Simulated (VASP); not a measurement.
# MoS₂: convergence, binding of two layers

MoS₂, sheet, 6 atoms in the cell. VdW-DF2; PAW potentials Mo_sv, S (PBE set). VASP 6.6.1.

Wanted: binding curve within 0.003 eV per cell.

In-plane mesh in multiples of three: yes; Starting cell: layer relaxed first with the same functional; Shift of the second layer (fractional): 0.6667, 0.3333.

The series start from vacuum (Å): 14; Cutoff ENCUT (eV): 340; k spacing (1/Å): 0.3; SCF threshold EDIFF (eV): 1e-6; PREC: Accurate; LREAL: .FALSE.. Each series keeps the choices made before it, and each single choice may use up half of a tolerance. Times cover all steps of a run.

## Vacuum (Å)

| Vacuum (Å) | Binding curve, largest deviation (eV per cell) | Time (s) |
|---|---|---|
| 6 | 0.0037 | 212 |
| 9 | 0.0023 | 363 |
| 14 | 0.0005 | 445 |
| 20 (reference) | 0.0000 | 614 |

Chosen: 14, the loosest value from which every tighter one stays within half of the tolerance.

## Cutoff ENCUT (eV)

| Cutoff ENCUT (eV) | Binding curve, largest deviation (eV per cell) | Time (s) |
|---|---|---|
| 210 | 0.0188 | 221 |
| 260 | 0.0036 | 334 |
| 300 | 0.0008 | 494 |
| 340 | 0.0010 | 445 |
| 390 | 0.0008 | 746 |
| 470 (reference) | 0.0000 | 826 |

Chosen: 300.

## k spacing (1/Å)

| k spacing (1/Å) | Binding curve, largest deviation (eV per cell) | Time (s) |
|---|---|---|
| 0.8 | 0.0780 | 132 |
| 0.5 | 0.0011 | 444 |
| 0.3 | 0.0005 | 494 |
| 0.2 (reference) | 0.0000 | 486 |

Chosen: 0.5.

## All choices together

| Input | Binding curve, largest deviation (eV per cell) | Time (s) |
|---|---|---|
| program defaults, 6 A of vacuum, k spacing 0.5 1/A (naive) | 0.0046 | 53 |
| chosen settings | 0.0012 | 444 |
| reference settings throughout | 0.0000 | 1153 |

The chosen settings stay within the tolerance of the reference run, but the reference itself isn't shown to be converged in: SCF threshold EDIFF (eV).

Values of the reference run: Binding curve: -0.06218, -0.1548, -0.1762, -0.1645 eV per cell.

## The input

INCAR:
```
PREC     = Accurate       # precision mode
ENCUT    = 300            # plane-wave cutoff, eV
EDIFF    = 1E-6           # SCF threshold, eV
ISMEAR   = 0              # smearing method
SIGMA    = 0.05           # smearing width, eV
LREAL    = False          # projectors in reciprocal space
LASPH    = True           # aspherical terms in the spheres
ALGO     = Normal         # electronic algorithm
NELM     = 120            # most SCF steps
LWAVE    = False          # write WAVECAR
LCHARG   = False          # write CHGCAR
GGA      = ML             # functional
LUSE_VDW = True         
AGGAC    = 0.0          
ZAB_VDW  = -1.8867      
KPAR     = 4             
```

KPOINTS:
```
Automatic mesh
0
Gamma
  6 6 1
  0 0 0
```

POSCAR.step1:
```
MoS2
1.0
    3.2843122942      0.0000000000      0.0000000000
   -1.6421561471      2.8442978807      0.0000000000
    0.0000000000      0.0000000000     17.1654624004
Mo S
1 2
Direct
    0.0000000000      1.0000000000      0.5000000000
    0.3333333334      0.6666666666      0.5922044023
    0.3333333334      0.6666666666      0.4077955977
```

POSCAR.step2:
```
MoS2
1.0
    3.2843122942      0.0000000000      0.0000000000
   -1.6421561471      2.8442978807      0.0000000000
    0.0000000000      0.0000000000     22.9957584010
Mo S
2 4
Direct
    0.0000000000      1.0000000000      0.3732310564
    0.6666666667      1.3333333333      0.6267689436
    0.3333333334      0.6666666666      0.4420581493
    0.3333333334      0.6666666666      0.3044039635
    1.0000000001      0.9999999999      0.6955960365
    1.0000000001      0.9999999999      0.5579418507
```

POSCAR.step3:
```
MoS2
1.0
    3.2843122942      0.0000000000      0.0000000000
   -1.6421561471      2.8442978807      0.0000000000
    0.0000000000      0.0000000000     23.2957584033
Mo S
2 4
Direct
    0.0000000000      1.0000000000      0.3684246313
    0.6666666667      1.3333333333      0.6315753687
    0.3333333334      0.6666666666      0.4363653771
    0.3333333334      0.6666666666      0.3004838855
    1.0000000001      0.9999999999      0.6995161145
    1.0000000001      0.9999999999      0.5636346229
```

POSCAR.step4:
```
MoS2
1.0
    3.2843122942      0.0000000000      0.0000000000
   -1.6421561471      2.8442978807      0.0000000000
    0.0000000000      0.0000000000     23.5957584024
Mo S
2 4
Direct
    0.0000000000      1.0000000000      0.3637404254
    0.6666666667      1.3333333333      0.6362595746
    0.3333333334      0.6666666666      0.4308173625
    0.3333333334      0.6666666666      0.2966634884
    1.0000000001      0.9999999999      0.7033365116
    1.0000000001      0.9999999999      0.5691826375
```

POSCAR.step5:
```
MoS2
1.0
    3.2843122942      0.0000000000      0.0000000000
   -1.6421561471      2.8442978807      0.0000000000
    0.0000000000      0.0000000000     23.8957584035
Mo S
2 4
Direct
    0.0000000000      1.0000000000      0.3591738356
    0.6666666667      1.3333333333      0.6408261644
    0.3333333334      0.6666666666      0.4254086533
    0.3333333334      0.6666666666      0.2929390180
    1.0000000001      0.9999999999      0.7070609820
    1.0000000001      0.9999999999      0.5745913467
```

Commands (each step's output is kept before the next begins):
```
cat potpaw_PBE.64/Mo_sv/POTCAR potpaw_PBE.64/S/POTCAR > POTCAR
cp POSCAR.step1 POSCAR
mpirun -np 4 vasp_std > vasp.out
rm WAVECAR CHG
cp POSCAR.step2 POSCAR
mpirun -np 4 vasp_std > vasp.out
rm WAVECAR CHG
cp POSCAR.step3 POSCAR
mpirun -np 4 vasp_std > vasp.out
rm WAVECAR CHG
cp POSCAR.step4 POSCAR
mpirun -np 4 vasp_std > vasp.out
rm WAVECAR CHG
cp POSCAR.step5 POSCAR
mpirun -np 4 vasp_std > vasp.out
```

The chosen input took VASP 6.6.1 444 s on 4 cores (AMD EPYC 7R13 (Zen 3)), a shared host.

## An input that fails: vacuum as thin as the gap between the layers (3 A)

It runs to its end, but against the unchanged starting input it is off by 1.2642 eV per cell in the binding curve.

Vacuum (Å): 14 becomes 3.

Changes against the starting input:
```
(POSCAR.step1)
-    0.0000000000      0.0000000000     17.1654624004
+    0.0000000000      0.0000000000      6.1654624004
-    0.3333333334      0.6666666666      0.5922044023
-    0.3333333334      0.6666666666      0.4077955977
+    0.3333333334      0.6666666666      0.7567092454
+    0.3333333334      0.6666666666      0.2432907546
(POSCAR.step2)
-    0.0000000000      0.0000000000     22.9957584010
+    0.0000000000      0.0000000000     11.9957584010
-    0.0000000000      1.0000000000      0.3732310564
-    0.6666666667      1.3333333333      0.6267689436
-    0.3333333334      0.6666666666      0.4420581493
-    0.3333333334      0.6666666666      0.3044039635
-    1.0000000001      0.9999999999      0.6955960365
-    1.0000000001      0.9999999999      0.5579418507
+    0.0000000000      1.0000000000      0.2569851024
+    0.6666666667      1.3333333333      0.7430148976
+    0.3333333334      0.6666666666      0.3889260057
+    0.3333333334      0.6666666666      0.1250441989
+    1.0000000001      0.9999999999      0.8749558011
+    1.0000000001      0.9999999999      0.6110739943
(POSCAR.step3)
-    0.0000000000      0.0000000000     23.2957584033
+    0.0000000000      0.0000000000     12.2957584033
-    0.0000000000      1.0000000000      0.3684246313
-    0.6666666667      1.3333333333      0.6315753687
-    0.3333333334      0.6666666666      0.4363653771
-    0.3333333334      0.6666666666      0.3004838855
-    1.0000000001      0.9999999999      0.6995161145
-    1.0000000001      0.9999999999      0.5636346229
+    0.0000000000      1.0000000000      0.2507150108
+    0.6666666667      1.3333333333      0.7492849892
+    0.3333333334      0.6666666666      0.3794367333
+    0.3333333334      0.6666666666      0.1219932883
+    1.0000000001      0.9999999999      0.8780067117
+    1.0000000001      0.9999999999      0.6205632667
(POSCAR.step4)
-    0.0000000000      0.0000000000     23.5957584024
+    0.0000000000      0.0000000000     12.5957584024
-    0.0000000000      1.0000000000      0.3637404254
-    0.6666666667      1.3333333333      0.6362595746
-    0.3333333334      0.6666666666      0.4308173625
-    0.3333333334      0.6666666666      0.2966634884
-    1.0000000001      0.9999999999      0.7033365116
-    1.0000000001      0.9999999999      0.5691826375
+    0.0000000000      1.0000000000      0.2447435955
+    0.6666666667      1.3333333333      0.7552564045
+    0.3333333334      0.6666666666      0.3703994831
+    0.3333333334      0.6666666666      0.1190877081
+    1.0000000001      0.9999999999      0.8809122919
+    1.0000000001      0.9999999999      0.6296005169
(POSCAR.step5)
-    0.0000000000      0.0000000000     23.8957584035
+    0.0000000000      0.0000000000     12.8957584035
-    0.0000000000      1.0000000000      0.3591738356
-    0.6666666667      1.3333333333      0.6408261644
-    0.3333333334      0.6666666666      0.4254086533
-    0.3333333334      0.6666666666      0.2929390180
-    1.0000000001      0.9999999999      0.7070609820
-    1.0000000001      0.9999999999      0.5745913467
+    0.0000000000      1.0000000000      0.2390500120
+    0.6666666667      1.3333333333      0.7609499880
+    0.3333333334      0.6666666666      0.3617827084
+    0.3333333334      0.6666666666      0.1163173156
+    1.0000000001      0.9999999999      0.8836826844
+    1.0000000001      0.9999999999      0.6382172916
```
